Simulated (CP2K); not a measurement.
Runs of CP2K 2026.2 on Cu. Symmetry: P6_3/mmc, No. 194, hexagonal system. The conventional cell has a = 2.534 Å, b = 2.534 Å, c = 4.113 Å, α = 90.00°, β = 90.00°, γ = 120.00°. Around Cu (site symmetry -6m2) lie 12 Cu at 2.52 to 2.53 Å. This isn't the form of Cu at room conditions, which is fcc.

```csv
task,level,potentials or basis,cell,k mesh,smearing,k points reduced by the point group,NGRIDS,basis sets,potentials,points a segment of the path (NPOINTS),gap on the mesh (eV),pressure (GPa),largest force (eV/Å)
band structure,LDA,GTH_POTENTIALS Cu GTH-PADE-q11; TZVP-MOLOPT-PBE-GTH basis,as given,12 × 12 × 7,fermi-dirac 0.05 eV,yes,5,Cu TZVP-MOLOPT-PBE-GTH-q11,Cu GTH-PADE-q11 of GTH_POTENTIALS,8,none,-5.0,-
band structure,r2SCAN,POTENTIAL_UZH Cu GTH-SCAN-q11; TZVP-MOLOPT-SCAN-GTH basis,as given,12 × 12 × 7,fermi-dirac 0.05 eV,yes,4,Cu TZVP-MOLOPT-SCAN-GTH-q11,Cu GTH-SCAN-q11 of POTENTIAL_UZH,8,none,(a),-
relaxation of cell and atoms,LDA,GTH_POTENTIALS Cu GTH-PADE-q11; TZVP-MOLOPT-PBE-GTH basis,relaxed,9 × 9 × 5,fermi-dirac 0.01 eV,-,5,Cu TZVP-MOLOPT-PBE-GTH-q11,Cu GTH-PADE-q11 of GTH_POTENTIALS,-,none,0.0,0.02
relaxation of cell and atoms,LDA,GTH_POTENTIALS Cu GTH-PADE-q11; TZVP-MOLOPT-PBE-GTH basis,relaxed,9 × 9 × 5,fermi-dirac 0.1 eV,-,5,Cu TZVP-MOLOPT-PBE-GTH-q11,Cu GTH-PADE-q11 of GTH_POTENTIALS,-,none,0.0,0.02
```

Alike in all rows: no spin polarisation.

Q: Fill in the values left out.

A: (a) 0.6.

Caveats: the basis of atomic orbitals isn't converged, which shifts pressures, moduli and gaps; more than 0.5 GPa of stress was left at the end, so the final cell isn't listed (some runs).

A k mesh can miss the band edges.

A gap of «none» marks a metal or a gap under the smearing width.

Not every run made on this cell is shown here.
